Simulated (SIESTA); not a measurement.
TaSi2:

```xyz
9
Lattice="4.7800 0.0000 0.0000 -2.3900 4.1396 0.0000 0.0000 0.0000 6.5640" Properties=species:S:1:pos:R:3 pbc="T T T"
Ta   -1.1950    2.0698    1.0940
Ta    1.1950    2.0698    5.4700
Ta    2.3900    0.0000    3.2820
Si    1.1949    0.6899    1.0940
Si   -1.1951    3.4497    5.4700
Si    2.3900    2.7599    3.2820
Si    1.1951    3.4497    1.0940
Si    3.5851    0.6899    5.4700
Si    0.0000    1.3797    3.2820
```

Base run:

- Program: SIESTA 5.4.2
- Functional: PBE
- Potentials or basis: PseudoDojo 0.4 standard (PBE files)
- Basis: DZP (energy shift 0.003 Ry; two zetas on semicore shells)
- Grid cutoff: 800 Ry
- Energy shift: 0.003 Ry
- k mesh: 7 × 7 × 4
- Occupations: fermi-dirac, width 0.05 eV
- Spin: no spin polarisation

Its results: band gap on the k mesh none (metal or under the smearing width); pressure 3.7 GPa; largest force 0.825 eV/Å.

The run is repeated on the same cell with these changes: functional from PBE to PBEsol; potentials or basis from PseudoDojo 0.4 standard (PBE files) to PseudoDojo 0.4 standard (PBEsol files). What comes out?

Band gap on the k mesh none (metal or under the smearing width); pressure -1.1 GPa; largest force 0.787 eV/Å.

Caveats: short orbitals over semicore shells can move pressures by several GPa; the cell's inner coordinates are idealised or old, which leaves forces on the atoms; the basis of atomic orbitals isn't converged, which shifts pressures, moduli and gaps.
